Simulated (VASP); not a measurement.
# BeTe (F-43m) in VASP: further runs

One crystal, BeTe, is run at these levels: HSE03, HF, r2SCANh; tasks: band structure.

Program: VASP 6.6.1. These are calculated values, not measurements. Logs are shortened: lines on timing, memory, paths and dates and some standing lists are left out, and cuts for length are marked.

### 1 The crystal as given

The structure is cubic, space group F-43m (No. 216). The conventional cell has a = 5.540 Å, b = 5.540 Å, c = 5.540 Å, α = 90.00°, β = 90.00°, γ = 90.00°. Around Te (site symmetry -43m) lie 4 Be at 2.40 Å. Be (site symmetry -43m) has 4 Te at 2.40 Å as nearest neighbours.

### 2 Band structure, HSE03

Input file POSCAR:

```
BeTe
1.0
    0.0000000000      2.7700000000      2.7700000000
    2.7700000000      0.0000000000      2.7700000000
    2.7700000000      2.7700000000      0.0000000000
Te Be
1 1
Direct
    0.7500000000      0.7500000000      0.7500000000
    0.0000000000      0.0000000000      0.0000000000
```

Input file INCAR.step1:

```
ALGO = Normal
EDIFF = 1E-5
ENCUT = 520
GGA = PE
ISIF = 2
ISMEAR = -1
LASPH = True
LCHARG = False
LREAL = False
LWAVE = True
NBANDS = 11
NELM = 80
PREC = Accurate
SIGMA = 0.05
```

Input file INCAR.step2:

```
ALGO = Normal
EDIFF = 1E-6
ENCUT = 520
GGA = PE
HFSCREEN = 0.3
ISIF = 2
ISMEAR = -1
ISTART = 1
LASPH = True
LCHARG = False
LHFCALC = True
LREAL = False
LWAVE = False
NBANDS = 11
NELM = 80
PREC = Accurate
PRECFOCK = Fast
SIGMA = 0.05
```

Input file KPOINTS:

```
k-points
0
Gamma
  4 4 4
```

Input file KPOINTS_OPT:

```
path GXWKGLUWLK,UX
12
line-mode
reciprocal
 0.0000000000  0.0000000000  0.0000000000  G
 0.5000000000  0.0000000000  0.5000000000  X

 0.5000000000  0.0000000000  0.5000000000  X
 0.5000000000  0.2500000000  0.7500000000  W

 0.5000000000  0.2500000000  0.7500000000  W
 0.3750000000  0.3750000000  0.7500000000  K

 0.3750000000  0.3750000000  0.7500000000  K
 0.0000000000  0.0000000000  0.0000000000  G

 0.0000000000  0.0000000000  0.0000000000  G
 0.5000000000  0.5000000000  0.5000000000  L

 0.5000000000  0.5000000000  0.5000000000  L
 0.6250000000  0.2500000000  0.6250000000  U

 0.6250000000  0.2500000000  0.6250000000  U
 0.5000000000  0.2500000000  0.7500000000  W

 0.5000000000  0.2500000000  0.7500000000  W
 0.5000000000  0.5000000000  0.5000000000  L

 0.5000000000  0.5000000000  0.5000000000  L
 0.3750000000  0.3750000000  0.7500000000  K

 0.6250000000  0.2500000000  0.6250000000  U
 0.5000000000  0.0000000000  0.5000000000  X
```

Potentials or basis: VASP PAW PBE potentials, release 64 (Te, Be).

Run with:

```sh
$ cat potpaw_PBE.64/Te/POTCAR potpaw_PBE.64/Be/POTCAR > POTCAR
$ cp INCAR.step1 INCAR
$ mpirun -np 1 vasp_std > vasp.out
$ cp INCAR.step2 INCAR
$ mpirun -np 1 vasp_std > vasp.out
```

OUTCAR:

```text
EDIFF = 1E-6
   ENCUT = 520
   GGA = PE
   HFSCREEN = 0.3
   ISIF = 2
   ISMEAR = -1
   ISTART = 1
   LASPH = True
   LHFCALC = True
   LREAL = False
   NELM = 80
   PREC = Accurate
   PRECFOCK = Fast

 ion  position               nearest neighbor table
   1  0.750  0.750  0.750-   2 2.40   2 2.40   2 2.40   2 2.40
   2  0.000  0.000  0.000-   1 2.40   1 2.40   1 2.40   1 2.40

  LATTYP: Found a face centered cubic cell.
 ALAT       =     5.5400000000

  Lattice vectors:

 A1 = (   0.0000000000,   2.7700000000,   2.7700000000)
 A2 = (   2.7700000000,   0.0000000000,   2.7700000000)
 A3 = (   2.7700000000,   2.7700000000,   0.0000000000)

Analysis of symmetry for initial positions (statically):
=====================================================================
 Subroutine PRICEL returns:
 Original cell was already a primitive cell.

 Routine SETGRP: Setting up the symmetry group for a
 face centered cubic supercell.

 Subroutine GETGRP returns: Found 24 space group operations
 (whereof 24 operations were pure point group operations)
 out of a pool of 48 trial point group operations.

The static configuration has the point symmetry T_d .

Analysis of symmetry for dynamics (positions and initial velocities):
=====================================================================
 Subroutine PRICEL returns:
 Original cell was already a primitive cell.

 Routine SETGRP: Setting up the symmetry group for a
 face centered cubic supercell.

 Subroutine GETGRP returns: Found 24 space group operations
 (whereof 24 operations were pure point group operations)
 out of a pool of 48 trial point group operations.

The dynamic configuration has the point symmetry T_d .

 Subroutine INISYM returns: Found 24 space group operations
 (whereof 24 operations are pure point group operations),
 and found     1 'primitive' translations

----------------------------------------------------------------------------------------

                                     Primitive cell

  volume of cell :      42.5079

  direct lattice vectors                    reciprocal lattice vectors
     0.000000000  2.770000000  2.770000000    -0.180505415  0.180505415  0.180505415
     2.770000000  0.000000000  2.770000000     0.180505415 -0.180505415  0.180505415
     2.770000000  2.770000000  0.000000000     0.180505415  0.180505415 -0.180505415

  length of vectors
     3.917371568  3.917371568  3.917371568     0.312644550  0.312644550  0.312644550

  position of ions in fractional coordinates (direct lattice)
     0.750000000  0.750000000  0.750000000
     0.000000000  0.000000000  0.000000000

  ion indices of the primitive-cell ions
   primitive index   ion index
                 1           1
                 2           2

----------------------------------------------------------------------------------------

 KPOINTS: k-points

Automatic generation of k-mesh.
 Grid dimensions read from file:
 generate k-points for:    4    4    4

 Generating k-lattice:

  Cartesian coordinates                     Fractional coordinates (reciprocal lattice)
    -0.045126354  0.045126354  0.045126354     0.250000000  0.000000000  0.000000000
     0.045126354 -0.045126354  0.045126354     0.000000000  0.250000000  0.000000000
     0.045126354  0.045126354 -0.045126354     0.000000000  0.000000000  0.250000000

  Length of vectors
     0.078161138  0.078161138  0.078161138

  Shift w.r.t. Gamma in fractional coordinates (k-lattice)
     0.000000000  0.000000000  0.000000000

 Subroutine IBZKPT returns following result:
 ===========================================

 Found      8 irreducible k-points:

 Following reciprocal coordinates:
            Coordinates               Weight
  0.000000  0.000000  0.000000      1.000000
  0.250000  0.000000  0.000000      8.000000
  0.500000  0.000000  0.000000      4.000000
  0.250000  0.250000  0.000000      6.000000
  0.500000  0.250000  0.000000     24.000000
 -0.250000  0.250000  0.000000     12.000000
  0.500000  0.500000  0.000000      3.000000
[... 39 lines left out ...]

 Free energy of the ion-electron system (eV)
  ---------------------------------------------------
  ext. energy  EPLUGINS =         0.00000000
  ---------------------------------------------------
  free energy    TOTEN  =        -8.44089226 eV

  energy without entropy =       -8.44089226  energy(sigma->0) =       -8.44089226

 E-fermi :   6.4069     XC(G=0):  -7.8513

 val. band max:        5.2962898169   @ k =   0.0000   0.0000   0.0000
 cond. band min:       7.6432375260   @ k =   0.5000   0.5000   0.0000
 fundamental gap:      2.3469477090
 Fermi energy:         6.4069488716

 k-point     1 :       0.0000    0.0000    0.0000
  band No.  band energies     occupation
      1      -8.3957      2.00000
      2       5.2963      2.00000
      3       5.2963      2.00000
      4       5.2963      2.00000
      5       9.5356      0.00000
      6       9.5356      0.00000
      7       9.5356      0.00000
      8      10.0937      0.00000
      9      14.5448      0.00000
     10      16.4780      0.00000
     11      16.4780      0.00000

 k-point     2 :       0.2500    0.0000    0.0000
  band No.  band energies     occupation
      1      -7.7303      2.00000
      2       1.5589      2.00000
      3       4.5280      2.00000
      4       4.5280      2.00000
      5       9.3308      0.00000
      6      10.4999      0.00000
      7      10.4999      0.00000
      8      13.4292      0.00000
      9      15.1678      0.00000
     10      15.1678      0.00000
     11      15.2645      0.00000

 k-point     3 :       0.5000    0.0000    0.0000
  band No.  band energies     occupation
      1      -6.7496      2.00000
      2      -1.0563      2.00000
      3       3.9994      2.00000
      4       3.9994      2.00000
      5       9.0913      0.00000
      6      10.5487      0.00000
      7      10.5487      0.00000
      8      13.9149      0.00000
      9      17.4349      0.00000
     10      18.0176      0.00000
     11      18.0176      0.00000
[... 43 lines left out ...]
 k-point     7 :       0.5000    0.5000    0.0000
  band No.  band energies     occupation
      1      -6.1385      2.00000
      2      -0.5623      2.00000
      3       2.2569      2.00000
      4       2.2569      2.00000
      5       7.6432      0.00000
      6       8.4274      0.00000
      7      16.4619      0.00000
      8      16.4619      0.00000
      9      18.2394      0.00000
     10      19.9314      0.00000
     11      19.9618      0.00000

 k-point     8 :      -0.2500    0.5000    0.2500
  band No.  band energies     occupation
      1      -6.0941      2.00000
      2       0.0580      2.00000
      3       1.0590      2.00000
      4       1.6282      2.00000
      5      11.2267      0.00000
      6      11.5150      0.00000
      7      11.7485      0.00000
      8      12.4874      0.00000
      9      17.5277      0.00000
     10      18.5082      0.00000
     11      19.4203      0.00000

------------------------ aborting loop because EDIFF is reached ----------------------------------------

  FORCE on cell =-STRESS in cart. coord.  units (eV):
  Direction    XX          YY          ZZ          XY          YZ          ZX
  --------------------------------------------------------------------------------------
  -------------------------------------------------------------------------------------
  Total        1.0069362      1.0069362      1.0069362      0.0000000      0.0000000      0.0000000
  in kB       37.9527477     37.9527477     37.9527477      0.0000000      0.0000000      0.0000000
  external PRESSURE =      37.9527477 kB  Pullay stress =       0.0000000 kB

 VOLUME and BASIS-vectors are now :
 -----------------------------------------------------------------------------
  energy-cutoff  :      520.00
  volume of cell :       42.51
      direct lattice vectors                 reciprocal lattice vectors
     0.000000000  2.770000000  2.770000000    -0.180505415  0.180505415  0.180505415
     2.770000000  0.000000000  2.770000000     0.180505415 -0.180505415  0.180505415
     2.770000000  2.770000000  0.000000000     0.180505415  0.180505415 -0.180505415

 POSITION                                       TOTAL-FORCE (eV/Angst)
 -----------------------------------------------------------------------------------
      4.15500      4.15500      4.15500        -0.000000     -0.000000     -0.000000
      0.00000      0.00000      0.00000         0.000000      0.000000      0.000000
 -----------------------------------------------------------------------------------
    total drift:                                0.000001      0.000000      0.000001

  FREE ENERGIE OF THE ION-ELECTRON SYSTEM (eV)
  ---------------------------------------------------
  free  energy   TOTEN  =        -8.4408922616 eV

  energy  without entropy=       -8.4408922616  energy(sigma->0) =       -8.44089226
```

Run time: 9.5 min. Hardware: 1 thread of Intel Xeon Platinum 8559C (Emerald Rapids), shared host; peak memory 0.29 GiB.

Results:

* Free energy: -8.4409 eV
* Pressure: 3.8 GPa
* Band gap on the k mesh: 2.35 eV, indirect (least direct gap 4.24 eV)
* Band gap along the path: 2.35 eV, indirect (least direct gap 4.24 eV)

Levels at the corners of the path, in eV from the valence-band top:
```csv
point,band 2,band 3,band 4,band 5,band 6,band 7
Γ,0.00,0.00,0.00,4.24,4.24,4.24
X,-5.86,-3.04,-3.04,2.35,3.13,11.17
X,-5.86,-3.04,-3.04,2.35,3.13,11.17
W,-5.24,-4.24,-3.67,5.93,6.22,6.45
W,-5.24,-4.24,-3.67,5.93,6.22,6.45
K,-5.44,-4.44,-2.56,3.17,6.00,9.03
K,-5.44,-4.44,-2.56,3.17,6.00,9.03
Γ,0.00,0.00,0.00,4.24,4.24,4.24
Γ,0.00,0.00,0.00,4.24,4.24,4.24
L,-6.35,-1.30,-1.30,3.79,5.25,5.25
L,-6.35,-1.30,-1.30,3.79,5.25,5.25
U,-5.44,-4.44,-2.56,3.17,6.00,9.03
U,-5.44,-4.44,-2.56,3.17,6.00,9.03
W,-5.24,-4.24,-3.67,5.93,6.22,6.45
W,-5.24,-4.24,-3.67,5.93,6.22,6.45
L,-6.35,-1.30,-1.30,3.79,5.25,5.25
L,-6.35,-1.30,-1.30,3.79,5.25,5.25
K,-5.44,-4.44,-2.56,3.17,6.00,9.03
U,-5.44,-4.44,-2.56,3.17,6.00,9.03
X,-5.86,-3.04,-3.04,2.35,3.13,11.17
```

Caveat: the k mesh is coarse (spacing up to 0.49 Å⁻¹), so the values aren't converged, least of all with exact exchange; the PAW data sets were made with another functional, which shifts forces and pressure a little; spin-orbit coupling is left out, which moves the levels of the heavy elements.

### 3 Band structure, HF

POSCAR is that of step 2.

Input file INCAR.step1:

```
PREC     = Accurate       # precision mode
ENCUT    = 520            # plane-wave cutoff, eV
EDIFF    = 1E-5           # SCF threshold, eV
ISMEAR   = -1             # smearing method
SIGMA    = 0.05           # smearing width, eV
LREAL    = F              # projectors in reciprocal space
LASPH    = T              # aspherical terms in the spheres
NELM     = 100            # most SCF steps
ALGO     = Normal         # electronic algorithm
ISIF     = 2              # what is computed and relaxed
LWAVE    = T              # write WAVECAR
LCHARG   = F              # write CHGCAR
NBANDS   = 11             # bands
GGA      = PE             # functional
```

Input file INCAR.step2:

```
PREC     = Accurate       # precision mode
ENCUT    = 520            # plane-wave cutoff, eV
EDIFF    = 1E-7           # SCF threshold, eV
ISMEAR   = -1             # smearing method
SIGMA    = 0.05           # smearing width, eV
LREAL    = F              # projectors in reciprocal space
LASPH    = T              # aspherical terms in the spheres
NELM     = 100            # most SCF steps
ALGO     = Normal         # electronic algorithm
ISIF     = 2              # what is computed and relaxed
LWAVE    = F              # write WAVECAR
LCHARG   = F              # write CHGCAR
GGA      = PE             # functional
LHFCALC  = T              # exact exchange
AEXX     = 1.0            # exact-exchange fraction
ALDAC    = 0.0          
AGGAC    = 0.0          
PRECFOCK = Normal       
HFRCUT   = -1           
NBANDS   = 11             # bands
ISTART   = 1
```

Input file KPOINTS:

```
Automatic mesh
0
Gamma
  4 4 4
```

KPOINTS_OPT is that of step 2.

Potentials or basis: VASP PAW PBE potentials, release 64 (Te, Be).

Run with:

```sh
$ cat potpaw_PBE.64/Te/POTCAR potpaw_PBE.64/Be/POTCAR > POTCAR
$ cp INCAR.step1 INCAR
$ mpirun -np 1 vasp_std > vasp.out
$ cp INCAR.step2 INCAR
$ mpirun -np 1 vasp_std > vasp.out
```

It took 11 min on 1 thread of Intel Xeon 6975P-C (Granite Rapids), shared host; peak memory 0.2 GiB.

It converged, with:

* Free energy: -14.4196 eV
* Pressure: 5.9 GPa
* Band gap on the k mesh: 7.98 eV, indirect (least direct gap 9.16 eV)
* Band gap along the path: 7.98 eV, indirect (least direct gap 9.16 eV)

Levels at the corners of the path, in eV from the valence-band top:
```
point  band 1  band 2  band 3  band 4  band 5  band 6  band 7  band 8  band 9
    Γ  -16.88    0.00    0.00    0.00    9.16   10.66   10.66   10.66   16.46
    X  -13.87   -7.48   -3.73   -3.73    7.98    9.17   16.69   19.19   19.19
    X  -13.87   -7.48   -3.73   -3.73    7.98    9.17   16.69   19.19   19.19
    W  -13.79   -6.67   -5.12   -4.30   12.12   12.13   12.81   14.12   18.87
    W  -13.79   -6.67   -5.12   -4.30   12.12   12.13   12.81   14.12   18.87
    K  -13.88   -6.92   -5.38   -3.14    8.98   12.37   15.07   16.53   17.45
    K  -13.88   -6.92   -5.38   -3.14    8.98   12.37   15.07   16.53   17.45
    Γ  -16.88    0.00    0.00    0.00    9.16   10.66   10.66   10.66   16.46
    Γ  -16.88    0.00    0.00    0.00    9.16   10.66   10.66   10.66   16.46
    L  -14.69   -8.02   -1.57   -1.57    9.17   11.75   11.75   15.61   17.31
    L  -14.69   -8.02   -1.57   -1.57    9.17   11.75   11.75   15.61   17.31
    U  -13.88   -6.92   -5.38   -3.14    8.98   12.37   15.07   16.53   17.45
    U  -13.88   -6.92   -5.38   -3.14    8.98   12.37   15.07   16.53   17.45
    W  -13.79   -6.67   -5.12   -4.30   12.12   12.13   12.81   14.12   18.87
    W  -13.79   -6.67   -5.12   -4.30   12.12   12.13   12.81   14.12   18.87
    L  -14.69   -8.02   -1.57   -1.57    9.17   11.75   11.75   15.61   17.31
    L  -14.69   -8.02   -1.57   -1.57    9.17   11.75   11.75   15.61   17.31
    K  -13.88   -6.92   -5.38   -3.14    8.98   12.37   15.07   16.53   17.45
    U  -13.88   -6.92   -5.38   -3.14    8.98   12.37   15.07   16.53   17.45
    X  -13.87   -7.48   -3.73   -3.73    7.98    9.17   16.69   19.19   19.19
```

Caveat: the k mesh is coarse (spacing up to 0.49 Å⁻¹), so the values aren't converged, least of all with exact exchange; the PAW data sets were made with another functional, which shifts forces and pressure a little; spin-orbit coupling is left out, which moves the levels of the heavy elements.

### 4 Band structure, r2SCANh

POSCAR is that of step 3.

Input file INCAR.step1:

```
SYSTEM = BeTe
ALGO = Normal
EDIFF = 1E-5
ENCUT = 520
GGA = PE
ISIF = 2
ISMEAR = -1
LASPH = .TRUE.
LCHARG = .FALSE.
LREAL = .FALSE.
LWAVE = .TRUE.
NELM = 100
PREC = Accurate
SIGMA = 0.05
```

Input file INCAR.step2:

```
SYSTEM = BeTe
AEXX = 0.1
ALGO = Normal
EDIFF = 1E-7
ENCUT = 520
HFRCUT = -1
ISIF = 2
ISMEAR = -1
ISTART = 1
LASPH = .TRUE.
LCHARG = .FALSE.
LHFCALC = .TRUE.
LMIXTAU = .TRUE.
LREAL = .FALSE.
LWAVE = .FALSE.
METAGGA = R2SCAN
NELM = 100
PREC = Accurate
PRECFOCK = Fast
SIGMA = 0.05
```

Input file KPOINTS:

```
k-points
0
G
  4 4 4
  0 0 0
```

KPOINTS_OPT, as its differences from that of step 3:

```diff
@@ -1,3 +1,3 @@
 path GXWKGLUWLK,UX
-12
+8
 line-mode
```

Run with:

```sh
$ cat potpaw_PBE.64/Te/POTCAR potpaw_PBE.64/Be/POTCAR > POTCAR
$ cp INCAR.step1 INCAR
$ mpirun -np 1 vasp_std > vasp.out
$ cp INCAR.step2 INCAR
$ mpirun -np 1 vasp_std > vasp.out
```

Run time: 6.7 min. Hardware: 1 thread of Intel Xeon Platinum 8375C at 2.90GHz (Ice Lake), shared host; peak memory 0.18 GiB.

Results (log left out):

```yaml
Free_energy: -28.9563 eV
Pressure: 4.5 GPa
Band_gap_on_the_k_mesh: 2.68 eV, indirect (least direct gap 4.51 eV)
Band_gap_along_the_path: 2.68 eV, indirect (least direct gap 4.51 eV)
```

Levels at the corners of the path, in eV from the valence-band top:
```tsv
point	band 1	band 2	band 3	band 4	band 5	band 6	band 7	band 8
Γ	-13.58	0.00	0.00	0.00	4.51	4.51	4.51	5.40
X	-11.33	-5.85	-3.05	-3.05	2.68	3.42	11.60	11.60
X	-11.33	-5.85	-3.05	-3.05	2.68	3.42	11.60	11.60
W	-11.28	-5.23	-4.25	-3.67	6.23	6.59	6.90	7.47
W	-11.28	-5.23	-4.25	-3.67	6.23	6.59	6.90	7.47
K	-11.35	-5.44	-4.46	-2.58	3.49	6.34	9.39	9.88
K	-11.35	-5.44	-4.46	-2.58	3.49	6.34	9.39	9.88
Γ	-13.58	0.00	0.00	0.00	4.51	4.51	4.51	5.40
Γ	-13.58	0.00	0.00	0.00	4.51	4.51	4.51	5.40
L	-11.94	-6.34	-1.31	-1.31	4.20	5.54	5.54	9.04
L	-11.94	-6.34	-1.31	-1.31	4.20	5.54	5.54	9.04
U	-11.35	-5.44	-4.46	-2.58	3.49	6.34	9.39	9.88
U	-11.35	-5.44	-4.46	-2.58	3.49	6.34	9.39	9.88
W	-11.28	-5.23	-4.25	-3.67	6.23	6.59	6.90	7.47
W	-11.28	-5.23	-4.25	-3.67	6.23	6.59	6.90	7.47
L	-11.94	-6.34	-1.31	-1.31	4.20	5.54	5.54	9.04
L	-11.94	-6.34	-1.31	-1.31	4.20	5.54	5.54	9.04
K	-11.35	-5.44	-4.46	-2.58	3.49	6.34	9.39	9.88
U	-11.35	-5.44	-4.46	-2.58	3.49	6.34	9.39	9.88
X	-11.33	-5.85	-3.05	-3.05	2.68	3.42	11.60	11.60
```

Caveat: the k mesh is coarse (spacing up to 0.49 Å⁻¹), so the values aren't converged, least of all with exact exchange; the PAW data sets were made with another functional, which shifts forces and pressure a little; spin-orbit coupling is left out, which moves the levels of the heavy elements.

### 5 Overview

```csv
level,grid for exact exchange (PRECFOCK),exchange at q = 0,gap on the mesh (eV),pressure (GPa)
HSE03,Fast,-,2.35,3.8
HF,Normal,truncated,7.98,5.9
r2SCANh,Fast,truncated,2.68,4.5
```

Alike in all rows: task band structure; potentials or basis VASP PAW PBE potentials, release 64 (Te, Be); no spin polarisation; cell as given; k mesh 4 × 4 × 4; cutoff (eV) 520; smearing fermi-dirac 0.05 eV; the mesh is coarse, so values aren't converged.

Caveats: all runs use coarse meshes; the PAW data sets were made with another functional, which shifts forces and pressure a little; spin-orbit coupling is left out, which moves the levels of the heavy elements.

Absolute energies hang on the potentials; compare differences alone.
